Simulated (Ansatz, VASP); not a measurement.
**Two plane-wave programs on Pt**

Contents of INCAR:

```
SYSTEM = Pt
PREC = Accurate ; ENCUT = 520
EDIFF = 1E-6 ; ISMEAR = -1
SIGMA = 0.1 ; LREAL = .False.
LASPH = .True. ; NELM = 100
ALGO = Normal ; ISIF = 2
LWAVE = .False. ; LCHARG = .False.
GGA = PE ; NBANDS = 11
```

Contents of KPOINTS:

```
Automatic mesh
0
Gamma
  12 12 12
  0 0 0
```

File POSCAR:

```
Pt
1.0
    0.0000000000      2.0363923369      2.0363923369
    2.0363923369      0.0000000000      2.0363923369
    2.0363923369      2.0363923369      0.0000000000
Pt
1
Direct
    0.0000000000      0.0000000000      0.0000000000
```

Input for Ansatz:

```yaml
crystal:
  lattice:
    - [0.0, 2.036392336863966, 2.036392336863966]
    - [2.036392336863966, 0.0, 2.036392336863966]
    - [2.036392336863966, 2.036392336863966, 0.0]
  atoms:
    - { symbol: Pt, position: [0.0, 0.0, 0.0] }
basis:
  ecutwfc: 470.0
kpoints:
  mp_grid:
    grid: [12, 12, 12]
hamiltonian:
  xc: pbe
  pseudopotentials:
    kind: paw
scf:
  occupations:
    method: fermi_dirac
output:
  stress: true
```

Alike in both runs: task single point; functional PBE; k mesh 12 × 12 × 12; no spin polarisation.

|  | VASP | Ansatz |
| --- | --- | --- |
| version | VASP 6.6.1 | Ansatz 0.2.0 |
| potentials or method | VASP PAW PBE potentials, release 64 (Pt) | plane waves, PAW |
| plane-wave cutoff (eV) | 520 | 470 |
| occupations | fermi-dirac, width 0.1 eV | fermi-dirac |
| valence electrons in the cell | 10 | 18 |

|  | VASP | Ansatz | Ansatz less VASP |
| --- | --- | --- | --- |
| pressure (GPa) | -15.3 | -15.0 | +0.34 |

The two sets of potentials don't hold the same shells in valence.

Caveats: so large a pressure means that the cell lies far from this level's equilibrium, or that cutoff or potentials fall short (VASP). Spin-orbit coupling is left out, which matters for the levels of Pt.
